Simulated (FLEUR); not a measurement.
# Hf (Fm-3m) in FLEUR: notebook

Runs on Hf. Level: PBEsol. Tasks: equation of state.

Everything below comes from runs of FLEUR MaX-R8.1 (later development tree). Logs are shortened: lines on timing, memory, paths and dates and some standing lists are left out, and cuts for length are marked.

**1. The crystal as given**

It takes space group Fm-3m (No. 225, cubic). The conventional cell has a = 4.440 Å, b = 4.440 Å, c = 4.440 Å, α = 90.00°, β = 90.00°, γ = 90.00°. Hf (site symmetry m-3m) has 12 Hf at 3.14 Å as nearest neighbours.

This isn't the form of Hf at room conditions, which is hcp.

**2. Equation of state, PBEsol, 20.57 Å³/atom (volume scaled by 0.94)**

The input, inp.xml:

```xml
<?xml version="1.0" encoding="UTF-8" standalone="no"?>
<fleurInput fleurInputVersion="0.39">
   <comment>
      Hf                                                                                                  
   </comment>
   <calculationSetup>
      <cutoffs Kmax="4.1" Gmax="12.7" GmaxXC="12.7" numbands="0"/>
      <scfLoop itmax="60" minDistance="0.00001" maxIterBroyd="15" imix="Anderson" alpha="0.05" precondParam="0.0" spinf="2.0" sdNocoIR="T"/>
      <coreElectrons ctail="T" frcor="F" kcrel="0" coretail_lmax="0"/>
      <xcFunctional name="PBEs" relativisticCorrections="F"/>
      <magnetism jspins="1"/>
      <soc l_soc="F" theta="0.0" phi="0.0" spav="F"/>
      <expertModes spex="0" secvar="F"/>
      <geometryOptimization l_f="F" forcealpha="1.0" forcemix="BFGS" epsdisp="0.0005" epsforce="0.0002"/>
      <ldaU l_linMix="F" mixParam="0.05" spinf="1.0"/>
   </calculationSetup>
   <cell>
      <bzIntegration valenceElectrons="26.0" mode="hist" fermiSmearingEnergy="0.00183747">
         <kPointListSelection listName="default-1"/>
         <!-- k-points included here -->
         <xi:include xmlns:xi="http://www.w3.org/2001/XInclude" href="kpts.xml"> </xi:include>
      </bzIntegration>
      <!-- symmetry operations included here -->
      <xi:include xmlns:xi="http://www.w3.org/2001/XInclude" href="sym.xml"> </xi:include>
      <bulkLattice scale="0.9795861087">
         <bravaisMatrix>
            <row-1>    0.0000000000000000     4.1951919966120004     4.1951919966120004</row-1>
            <row-2>    4.1951919966120004     0.0000000000000000     4.1951919966120004</row-2>
            <row-3>    4.1951919966120004     4.1951919966120004     0.0000000000000000</row-3>
         </bravaisMatrix>
      </bulkLattice>
   </cell>
   <atomSpecies>
      <species name="Hafnium (Hf)" element="Hf" atomicNumber="72">
         <mtSphere radius="2.66" gridPoints="879" logIncrement="0.015"/>
         <atomicCutoffs lmax="10" lnonsphr="10"/>
         <electronConfig flipSpins="F">
            <coreConfig>(1s1/2) (2s1/2) (2p1/2) (2p3/2) (3s1/2) (3p1/2) (3p3/2) (4s1/2) (3d3/2) (3d5/2) (4p1/2) (4p3/2) (4d3/2) (4d5/2)</coreConfig>
            <valenceConfig>(5s1/2) (5p1/2) (5p3/2) (6s1/2) (4f5/2) (4f7/2) (5d3/2) (5d5/2)</valenceConfig>
            <stateOccupation state="(5d3/2)" spinUp="0.400000" spinDown="0.400000"/>
            <stateOccupation state="(5d5/2)" spinUp="0.600000" spinDown="0.600000"/>
         </electronConfig>
         <energyParameters s="6" p="6" d="5" f="4"/>
         <lo type="SCLO" l="0" n="5" eDeriv="0"/>
         <lo type="SCLO" l="1" n="5" eDeriv="0"/>
         <lo type="SCLO" l="2" n="5" eDeriv="2"/>
         <lo type="SCLO" l="3" n="4" eDeriv="2"/>
      </species>
   </atomSpecies>
   <atomGroups>
      <atomGroup species="Hafnium (Hf)">
         <relPos label="                   1">.0000000000 .0000000000 .0000000000</relPos>
         <force calculate="T" relaxXYZ="TTT"/>
      </atomGroup>
   </atomGroups>
   <output dos="F" band="F" slice="F">
      <checks vchk="F" cdinf="F"/>
      <bandDOS minEnergy="-.5*Htr" maxEnergy="0.5*Htr" sigma="0.015" storeEVData="T"/>
      <vacuumDOS vacdos="F" integ="F" star="F" nstars="0" locx1="0.0" locy1="0.0" locx2="0.0" locy2="0.0" nstm="0" tworkf="0.0"/>
      <unfoldingBand unfoldBand="F" supercellX="1" supercellY="1" supercellZ="1"/>
      <plotting iplot="0" polar="F">
         <plot TwoD="T" vec1="  1.0  0.0  0.0" vec2="  0.0  1.0  0.0" vec3="  0.0  0.0  1.0" zero="  0.0  0.0  0.0" file="plot"/>
      </plotting>
      <chargeDensitySlicing numkpt="0" minEigenval="0.0" maxEigenval="0.0" nnne="0" pallst="F"/>
      <specialOutput eonly="F"/>
      <moessbauerParams electricFieldGradient="T" isomerShift="T" coreHyperfine="T" valenceHyperfine="T"/>
      <magneticCircularDichroism mcd="F" energyLo="-10.0" energyUp="0.0"/>
   </output>
  <!-- We include the file relax.xml here to enable relaxations (see documentation) -->
  <xi:include xmlns:xi="http://www.w3.org/2001/XInclude" href="relax.xml"> <xi:fallback/> </xi:include>
</fleurInput>
```

Potentials or basis: all-electron, FLAPW.

Launch:

```
> inpgen -f crystal.txt -profile fastHighL
> # inp.xml edited to the form shown
> fleur_MPI
```

The program printed:

```text
Welcome to FLEUR        (www.flapw.de)
      MaX-Release 8.1          (www.max-centre.eu)

 ========== k-point set info ==========
 Selected k-point list: default-1
 k-point list type: mesh
 10 x 10 x 10
 Number of k points: 47

 ------------Calculation Setup---------------------------
 Number of MPI-tasks      :            1
 Number of PE/node        :            1
 Number of OMP-threads    :            1
 Most efficient MPI parallelization for:
           1          47
 Additional eigenvalue parallelization possible
 Number of basis functions:          198
 Approximate size of matrices (H+S) per k-point:         0.001 GB
 --------------------------------------------------------
 Iteration:     1   Distance:       9.40957039 me/bohr^3
 Iteration:     2   Distance:       8.35237666 me/bohr^3
 Iteration:     3   Distance:       4.55640466 me/bohr^3
 Iteration:     4   Distance:       1.06712049 me/bohr^3
 Iteration:     5   Distance:       0.98065595 me/bohr^3
 Iteration:     6   Distance:       0.31805140 me/bohr^3
 Iteration:     7   Distance:       0.28167215 me/bohr^3
 Iteration:     8   Distance:       0.02772340 me/bohr^3
 Iteration:     9   Distance:       0.00170961 me/bohr^3
 Iteration:    10   Distance:       0.00376677 me/bohr^3
 Iteration:    11   Distance:       0.00013802 me/bohr^3
 Iteration:    12   Distance:       0.00012668 me/bohr^3
 Iteration:    13   Distance:       0.00000307 me/bohr^3

 ********************************************************************
 Run finished successfully
 Stop message:
   all done
 ********************************************************************
```

out.xml (last iteration):

```text
<iteration numberForCurrentRun="   13" overallNumber="   13">
         <energyParameters units="Htr">
            <atomicEP atomType="1" spin="1" branch="6s" branchLowest="-1.80" branchHighest="1.89" value="0.2967480280"/>
            <atomicEP atomType="1" spin="1" branch="6p" branchLowest="-0.60" branchHighest="2.72" value="0.4307295600"/>
            <atomicEP atomType="1" spin="1" branch="5d" branchLowest="-6.93" branchHighest="0.94" value="0.4487858539"/>
            <atomicEP atomType="1" spin="1" branch="4f" branchLowest="-9.99" branchHighest="0.03" value="0.0507111116"/>
            <loAtomicEP atomType="1" spin="1" branch="5s" branchLowest="-18.14" branchHighest="-1.80" value="-1.8142328326"/>
            <loAtomicEP atomType="1" spin="1" branch="5p" branchLowest="-13.24" branchHighest="-0.60" value="-0.6826274378"/>
            <loAtomicEP atomType="1" spin="1" branch="5d" branchLowest="-6.93" branchHighest="0.94" value="0.4458247881"/>
            <loAtomicEP atomType="1" spin="1" branch="4f" branchLowest="-9.99" branchHighest="0.03" value="0.0293350969"/>
         </energyParameters>
         <eigenvalues>
            <eigenvaluesAt spin="1" ikpt="1" k_x="0.00000000" k_y="0.00000000" k_z="0.00000000">
                      -1.8175779009       -0.6470973824       -0.6470973824       -0.6470973824        0.0211354245
                       0.0223091107        0.0223091107        0.0223091107        0.0257315209        0.0257315209
                       0.0257315209        0.1676230444        0.4943943522        0.4943943522        0.4943943522
                       0.6081249988        0.6081249988        0.8710864067        1.0384141355        1.0384141355
                       1.0384141355
            </eigenvaluesAt>
            <eigenvaluesAt spin="1" ikpt="2" k_x="0.00000000" k_y="0.00000000" k_z="0.10000000">
                      -1.8172589752       -0.6511906890       -0.6476034889       -0.6476034889        0.0213659331
                       0.0222559216        0.0224903638        0.0224903638        0.0254045313        0.0254045313
                       0.0257440882        0.1816674161        0.4811589093        0.5009425019        0.5009425019
                       0.6011996610        0.6011996610        0.9002805670        0.9852921574        1.0663126861
                       1.0663126861
            </eigenvaluesAt>
            <eigenvaluesAt spin="1" ikpt="3" k_x="0.00000000" k_y="0.00000000" k_z="0.20000000">
                      -1.8164215753       -0.6615838424       -0.6489209719       -0.6489209719        0.0216492135
                       0.0224700458        0.0229360887        0.0229360887        0.0246269018        0.0246269018
                       0.0257794152        0.2191401995        0.4557637556        0.5102981675        0.5102981675
                       0.5977560355        0.5977560355        0.9023819297        0.9894071309        1.1405580423
                       1.1405580423
            </eigenvaluesAt>
[... 28 lines left out ...]
            <state n="3" l="2" j="2.5" energy="-59.2617226523" weight="3.0000000000"/>
            <state n="4" l="1" j="0.5" energy="-14.8020478088" weight="1.0000000000"/>
            <state n="4" l="1" j="1.5" energy="-12.6518349179" weight="2.0000000000"/>
            <state n="4" l="2" j="1.5" energy="-7.1694598785" weight="2.0000000000"/>
            <state n="4" l="2" j="2.5" energy="-6.7756758668" weight="3.0000000000"/>
         </coreStates>
         <allElectronCharges>
            <spinDependentCharge spin="1" total="72.0000000" interstitial="1.7628920" mtSpheres="70.2371080"/>
            <totalCharge value="71.9999999995"/>
         </allElectronCharges>
         <moessbauerParams unitsHFF="kG" unitsIS="e/bohr^3" unitsEFG="Htr/bohr^2">
            <coreIsomerShift atomType="1" isTotal="1280492.18569">
               <shell n="1" l="0" isomerShift="1075899.99526"/>
               <shell n="2" l="0" isomerShift="151307.37918"/>
               <shell n="2" l="1" isomerShift="8621.86832"/>
               <shell n="3" l="0" isomerShift="33733.21895"/>
               <shell n="3" l="1" isomerShift="2144.39009"/>
               <shell n="4" l="0" isomerShift="8272.60614"/>
               <shell n="3" l="2" isomerShift="0.00081"/>
               <shell n="4" l="1" isomerShift="512.72673"/>
               <shell n="4" l="2" isomerShift="0.00020"/>
            </coreIsomerShift>
            <isomerShift atomType="1" nucleusRadius="0.0001330" averageDensity="1281949.08770"/>
            <electricFieldGradient atomType="1" VXX="0.00000" VYY="0.00000" VZZ="0.00000" asymParam="0.00000">
            </electricFieldGradient>
         </moessbauerParams>
         <totalEnergy                                    value="   -15093.2838448009" units="Htr">
            <sumOfEigenvalues                            value="    -9220.6980321871">
               <coreElectrons value="-9214.8729617055"/>
               <valenceElectrons value="-5.8250704816"/>
            </sumOfEigenvalues>
            <densityCoulombPotentialIntegral value="-25702.6152704495"/>
            <densityEffectivePotentialIntegral value="-26104.7570925228"/>
            <chargeDenXCDenIntegral value="-305.3652185981"/>
            <FockExchangeEnergyValence value="0.0000000000"/>
            <FockExchangeEnergyCore value="0.0000000000"/>
            <atomTypeDependentContributions atomType="1">
               <electronNucleiInteractionDifferentMTs value="18783.0111435516"/>
               <MadelungTerm value="-37.6589077621"/>
            </atomTypeDependentContributions>
            <tkbTimesEntropy value="0.0003777046"/>
            <freeEnergy value="-15093.2842225055"/>
            <extrapolationTo0K value="-15093.2840336532"/>
         </totalEnergy>
         <densityConvergence units="me/bohr^3">
            <chargeDensity spin="1" distance="0.0000030703"/>
         </densityConvergence>
      </iteration>
```

Run time: 15 s. Hardware: 1 thread of Arm Neoverse V1, shared host; peak memory 0.07 GiB.

What came out:

```
Free energy                                           : -410709.1867 eV
Band gap on the k mesh                                : none (metal or under the smearing width)
Valence electrons inside the program's atomic spheres : Hf 24.24 (radii Hf 2.66 bohr)
```

**3. Equation of state, PBEsol, 21.01 Å³/atom (volume scaled by 0.96)**

Edit inp.xml of step 2 so:

```diff
@@ -24,3 +24,3 @@
       <xi:include xmlns:xi="http://www.w3.org/2001/XInclude" href="sym.xml"> </xi:include>
-      <bulkLattice scale="0.9795861087">
+      <bulkLattice scale="0.9864848297">
          <bravaisMatrix>
```

Potentials or basis: all-electron, FLAPW.

Launch:

```
> inpgen -f crystal.txt -profile fastHighL
> # inp.xml edited to the form shown
> fleur_MPI
```

Run time: 16 s. Hardware: 1 thread of Arm Neoverse V1, shared host; peak memory 0.07 GiB.

The run converged. Its results:

- Free energy: -410709.1985 eV
- Band gap on the k mesh: none (metal or under the smearing width)
- Valence electrons inside the program's atomic spheres: Hf 24.20 (radii Hf 2.66 bohr)

**4. Equation of state, PBEsol, 21.44 Å³/atom (volume scaled by 0.98)**

Edit inp.xml of step 3 so:

```diff
@@ -24,3 +24,3 @@
       <xi:include xmlns:xi="http://www.w3.org/2001/XInclude" href="sym.xml"> </xi:include>
-      <bulkLattice scale="0.9864848297">
+      <bulkLattice scale="0.9932883884">
          <bravaisMatrix>
```

Launch:

```
> inpgen -f crystal.txt -profile fastHighL
> # inp.xml edited to the form shown
> fleur_MPI
```

Wall time 16 s (1 thread of Arm Neoverse V1, shared host); peak memory 0.07 GiB.

The run converged. Its results:

| Property | Result |
| --- | --- |
| Free energy | -410709.2033 eV |
| Band gap on the k mesh | none (metal or under the smearing width) |
| Valence electrons inside the program's atomic spheres | Hf 24.16 (radii Hf 2.66 bohr) |

**5. Equation of state, PBEsol, 21.88 Å³/atom**

Edit inp.xml of step 4 so:

```diff
@@ -24,3 +24,3 @@
       <xi:include xmlns:xi="http://www.w3.org/2001/XInclude" href="sym.xml"> </xi:include>
-      <bulkLattice scale="0.9932883884">
+      <bulkLattice scale="1.0000000000">
          <bravaisMatrix>
```

Launch:

```
> inpgen -f crystal.txt -profile fastHighL
> # inp.xml edited to the form shown
> fleur_MPI
```

It took 16 s on 1 thread of Arm Neoverse V1, shared host; peak memory 0.07 GiB.

The run converged. Its results:

- Free energy: -410709.2017 eV
- Band gap on the k mesh: none (metal or under the smearing width)
- Valence electrons inside the program's atomic spheres: Hf 24.12 (radii Hf 2.66 bohr)

**6. Equation of state, PBEsol, 22.32 Å³/atom (volume scaled by 1.02)**

Edit inp.xml of step 5 so:

```diff
@@ -24,3 +24,3 @@
       <xi:include xmlns:xi="http://www.w3.org/2001/XInclude" href="sym.xml"> </xi:include>
-      <bulkLattice scale="1.0000000000">
+      <bulkLattice scale="1.0066227096">
          <bravaisMatrix>
```

Potentials or basis: all-electron, FLAPW.

Launch:

```
> inpgen -f crystal.txt -profile fastHighL
> # inp.xml edited to the form shown
> fleur_MPI
```

Wall time 16 s (1 thread of Arm Neoverse V1, shared host); peak memory 0.07 GiB.

Results (log left out):

```yaml
Free_energy: -410709.1944 eV
Band_gap_on_the_k_mesh: none (metal or under the smearing width)
Valence_electrons_inside_the_program's_atomic_spheres: Hf 24.09 (radii Hf 2.66 bohr)
```

**7. Equation of state, PBEsol, 22.76 Å³/atom (volume scaled by 1.04)**

Edit inp.xml of step 6 so:

```diff
@@ -24,3 +24,3 @@
       <xi:include xmlns:xi="http://www.w3.org/2001/XInclude" href="sym.xml"> </xi:include>
-      <bulkLattice scale="1.0066227096">
+      <bulkLattice scale="1.0131594038">
          <bravaisMatrix>
```

Launch:

```
> inpgen -f crystal.txt -profile fastHighL
> # inp.xml edited to the form shown
> fleur_MPI
```

Wall time 16 s (1 thread of Arm Neoverse V1, shared host); peak memory 0.07 GiB.

The run converged. Its results:

| Item | Value |
| --- | --- |
| Free energy | -410709.1819 eV |
| Band gap on the k mesh | none (metal or under the smearing width) |
| Valence electrons inside the program's atomic spheres | Hf 24.05 (radii Hf 2.66 bohr) |

**8. Equation of state, PBEsol, 23.20 Å³/atom (volume scaled by 1.06)**

Edit inp.xml of step 7 so:

```diff
@@ -24,3 +24,3 @@
       <xi:include xmlns:xi="http://www.w3.org/2001/XInclude" href="sym.xml"> </xi:include>
-      <bulkLattice scale="1.0131594038">
+      <bulkLattice scale="1.0196128224">
          <bravaisMatrix>
```

Launch:

```
> inpgen -f crystal.txt -profile fastHighL
> # inp.xml edited to the form shown
> fleur_MPI
```

Wall time 17 s (1 thread of Arm Neoverse V1, shared host); peak memory 0.07 GiB.

The run converged. Its results:

```
Free energy                                           : -410709.1648 eV
Band gap on the k mesh                                : none (metal or under the smearing width)
Valence electrons inside the program's atomic spheres : Hf 24.02 (radii Hf 2.66 bohr)
```

**9. Equation of state, PBEsol**

Potentials or basis: all-electron, FLAPW.

No new run: the results of the series are fitted here.

What came out:

- Equilibrium volume: 21.55 Å³/atom
- Bulk modulus: 112 GPa
- Pressure derivative of the bulk modulus: 4.1

Energy against volume, from the lowest point:
| volume (Å³/atom) | energy (meV/atom) |
| --- | --- |
| 20.569 | 16.59 |
| 21.007 | 4.79 |
| 21.444 | 0.00 |
| 21.882 | 1.56 |
| 22.320 | 8.88 |
| 22.757 | 21.36 |
| 23.195 | 38.49 |

The run has no spin-orbit coupling, so splittings on Hf are missing.
